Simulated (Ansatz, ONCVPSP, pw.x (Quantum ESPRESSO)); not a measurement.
Equation-of-state test of one ONCV potential (Tc)

Tc (Z = 43), optimised norm-conserving Vanderbilt (ONCV), made with ONCVPSP 4.0.1 (PBE, scalar-relativistic). Core [Ar] 3d10, reference 4s2 4p6 4d5 5s2. Waves: 4s+5s: rc 1.90 bohr, ncon 4, nbas 8, qcut 4.8 1/bohr, 2 projectors; 4p: rc 1.80 bohr, ncon 3, nbas 6, qcut 7.1 1/bohr, 1 projector; 4d: rc 1.70 bohr, ncon 4, nbas 9, qcut 7.2 1/bohr, 2 projectors, debl 3.7 Ha. Local part: polynomial inside 1.45 bohr (lpopt 3, dvloc0 3 Ha). Core correction: Teter function, fcfact 4.25, rcfact 1.35.

Crystal test: bcc Tc in pw.x 7.5, no spin, 15³ k-points, Fermi–Dirac smearing 0.01 Ry, cutoffs 55/220 Ry. The reference is all-electron LAPW (Ansatz 0.2.0) with the same functional, mesh and smearing; V0 and B0 come from Birch–Murnaghan fits to the pressures at five volumes. Errors are pseudo minus all-electron; Δ is the rms difference of the E(V) curves that follow from these fits, minima aligned, over ±6 % about the mean V0. Mesh and smearing are coarse, so the numbers serve the comparison and aren't converged zero-temperature values; the lattice is a test structure that the element need not adopt.

All-electron: a0 = 3.083 Å (V0 = 14.65 Å³/atom), B0 = 289.0 GPa.

Problem. How far does the potential miss the all-electron equation of state?

Solution. mean pressure error (GPa): -0.49; a0 (Å): 3.081; a0 error (%): -0.06; B0 error (%): +1.9; Δ (meV/atom): 1.6.

| V (Å³/atom) | P all-electron (GPa) | P pseudo (GPa) |
| --- | --- | --- |
| 13.899 | 17.20 | 16.88 |
| 14.265 | 8.23 | 7.81 |
| 14.631 | 0.42 | -0.09 |
| 14.997 | -6.37 | -6.95 |
| 15.363 | -12.28 | -12.91 |

Problem. At the middle volume, how do free energy and pressure move when the wave cutoff is lowered (ecutrho kept at four times it)?

Solution.

```json
{"cutoff (Ry)": "25", "shift of F (meV/atom)": "+4338.1", "shift of P (GPa)": "-165.37"}
{"cutoff (Ry)": "33", "shift of F (meV/atom)": "+758.6", "shift of P (GPa)": "-42.75"}
{"cutoff (Ry)": "44", "shift of F (meV/atom)": "+43.0", "shift of P (GPa)": "-4.42"}
```

Input at the middle volume:

```
&control
  calculation='scf', prefix='x', pseudo_dir='./', outdir='./tmp', tstress=.true., disk_io='none'
/
&system
  ibrav=0, nat=1, ntyp=1, ecutwfc=55, ecutrho=220, nbnd=15,
  occupations='smearing', smearing='fd', degauss=0.01
/
&electrons
  conv_thr=1e-09, mixing_beta=0.4, electron_maxstep=70
/
ATOMIC_SPECIES
Tc 1.0 Tc.UPF
CELL_PARAMETERS angstrom
  -1.54077068 1.54077068 1.54077068
  1.54077068 -1.54077068 1.54077068
  1.54077068 1.54077068 -1.54077068
ATOMIC_POSITIONS crystal
Tc 0.0000 0.0000 0.0000
K_POINTS automatic
15 15 15 0 0 0
```

```bash
pw.x < Tc.scf.in > Tc.scf.out
```

Lines of the output:

```
Message from routine setup:
     using ibrav=0 with symmetry is DISCOURAGED, use correct ibrav instead
     lattice parameter (alat)  =       5.0431  a.u.
     unit-cell volume          =      98.7349 (a.u.)^3
     number of electrons       =        15.00
     number of Kohn-Sham states=           15
     kinetic-energy cutoff     =      55.0000  Ry
     charge density cutoff     =     220.0000  Ry
     scf convergence threshold =      1.0E-09
     Exchange-correlation= PBE
     number of k points=   120  Fermi-Dirac smearing, width (Ry)=  0.0100
     iteration #  1     ecut=    55.00 Ry     beta= 0.40
     total energy              =    -171.20423309 Ry
     estimated scf accuracy    <       0.03583469 Ry
     iteration #  2     ecut=    55.00 Ry     beta= 0.40
     total energy              =    -171.20820660 Ry
     estimated scf accuracy    <       0.00240821 Ry
     iteration #  3     ecut=    55.00 Ry     beta= 0.40
     total energy              =    -171.20838871 Ry
     estimated scf accuracy    <       0.00042099 Ry
     iteration #  4     ecut=    55.00 Ry     beta= 0.40
     total energy              =    -171.20839674 Ry
     estimated scf accuracy    <       0.00000452 Ry
     iteration #  5     ecut=    55.00 Ry     beta= 0.40
     total energy              =    -171.20839736 Ry
     estimated scf accuracy    <       0.00000023 Ry
     iteration #  6     ecut=    55.00 Ry     beta= 0.40
     total energy              =    -171.20839742 Ry
     estimated scf accuracy    <       0.00000001 Ry
     iteration #  7     ecut=    55.00 Ry     beta= 0.40
     total energy              =    -171.20839741 Ry
     estimated scf accuracy    <          7.4E-09 Ry
     iteration #  8     ecut=    55.00 Ry     beta= 0.40
     the Fermi energy is    22.3894 ev
!    total energy              =    -171.20839742 Ry
     estimated scf accuracy    <          7.5E-11 Ry
     smearing contrib. (-TS)   =      -0.00658269 Ry
     The total energy is F=E-TS. E is the sum of the following terms:
     one-electron contribution =     -26.89694606 Ry
     hartree contribution      =      23.86246892 Ry
     xc contribution           =     -27.55430790 Ry
     ewald contribution        =    -140.61302968 Ry
     convergence has been achieved in   8 iterations
          total   stress  (Ry/bohr**3)                   (kbar)     P=       -0.89
     Message from routine punch:
     Nothing written, as per user request (disk_io='none')
```

The 8 pw.x runs together took about 88 s on one core of a shared server CPU.
